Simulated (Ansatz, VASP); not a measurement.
# Two plane-wave programs on MgSe

```
Mg Se
1.0
     0.00000    2.75407    2.75407
     2.75407    0.00000    2.75407
     2.75407    2.75407    0.00000
Mg Se
1 1
Direct
  0.00000 0.00000 0.00000
  0.50000 0.50000 0.50000
```

Alike in both runs: functional PBE; k mesh 8 × 8 × 8; no spin polarisation.

Ansatz relaxed the structure, and its values are those at the end. VASP's run is a single point on that final structure, the one shown.

|  | VASP | Ansatz |
| --- | --- | --- |
| version | VASP 6.6.1 | Ansatz 0.2.0 |
| potentials or method | VASP PAW PBE potentials, release 64 (Mg, Se) | scalar-relativistic, plane waves, PAW |
| plane-wave cutoff (eV) | 520 | 420 |
| occupations | gaussian, width 0.01 eV | fixed |
| valence electrons in the cell | 8 | 26 |

```tsv
	VASP	Ansatz	Ansatz less VASP
gap on the k mesh at the Fermi level (eV)	1.75	1.77	+0.024
least direct gap on the mesh (eV)	2.39	2.40	+0.012
pressure (GPa)	-0.1	0.0	+0.14
```

The two sets of potentials don't hold the same shells in valence.

A k mesh can miss the band edges.
